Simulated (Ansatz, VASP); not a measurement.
## Two plane-wave programs on BiTe

File INCAR:

```
  PREC = Accurate
  ENCUT = 600
  EDIFF = 1E-7
  ISMEAR = -1
  SIGMA = 0.05
  LREAL = False
  LASPH = True
  NELM = 100
  ALGO = Normal
  ISIF = 3
  LWAVE = False
  LCHARG = False
  GGA = PE
  IBRION = 2
  NSW = 60
  EDIFFG = -0.01
```

KPOINTS

```
Automatic mesh
0
Gamma
  7 7 7
```

POSCAR

```
BiTe
1.0
    2.4227077728      1.3987509848      3.3172919545
   -2.4227077728      1.3987509848      3.3172919545
    0.0000000000     -2.7975019696      3.3172919545
Bi Te
1 1
Direct
    0.5000000000      0.5000000000      0.5000000000
    0.0000000000      0.0000000000      0.0000000000
```

The input input.yaml:

```yaml
crystal:
  lattice:
    - [2.4227077728, 1.3987509848, 3.3172919545]
    - [-2.4227077728, 1.3987509848, 3.3172919545]
    - [0.0, -2.7975019696, 3.3172919545]
  atoms:
    - { symbol: Bi, position: [0.5, 0.5, 0.5] }
    - { symbol: Te, position: [0.0, 0.0, 0.0] }
hamiltonian:
  xc: pbe
  pseudopotentials: { kind: paw }
kpoints:
  mp_grid: { grid: [7, 7, 7] }
scf:
  occupations: { method: fermi_dirac, width: 0.05 }
output:
  forces: true
  stress: true
  eigenvalues: true
relax:
  f_tol: 0.01
  max_steps: 40
  cell: { stress_tol: 0.05 }
```

The cell comes from a database or a generator and needn't be the stable form of this composition.

Alike in both runs: task relaxation of cell and atoms; functional PBE; k mesh 7 × 7 × 7; occupations fermi-dirac, width 0.05 eV; no spin polarisation.

|  | VASP | Ansatz |
| --- | --- | --- |
| version | VASP 6.6.1 | Ansatz 0.2.0 |
| potentials or method | VASP PAW PBE potentials, release 64 (Bi_d, Te) | Ansatz PAW |
| plane-wave cutoff (eV) | 600 | 420 |
| valence electrons in the cell | 21 | 31 |

Ansatz gave:

```
gap on the k mesh at the Fermi level, each at its own relaxed structure (eV) : none
relaxed volume (Å³/atom)                                                     : 33.82
relaxed cell length with the largest relative difference (Å)                 : 4.342
```

**Question.** Estimate VASP's values.

**Answer.** gap on the k mesh at the Fermi level, each at its own relaxed structure (eV): none; relaxed volume (Å³/atom): 33.81; relaxed cell length with the largest relative difference (Å): 4.343.

A gap of «none» marks a metal or a gap that the smearing closes. The two sets of potentials don't hold the same shells in valence.

Caveats: spin-orbit coupling is left out, which moves the levels of the heavy elements; the plane-wave basis is chosen anew once the cell has moved, so the energies of steps on either side of that aren't comparable (Ansatz).
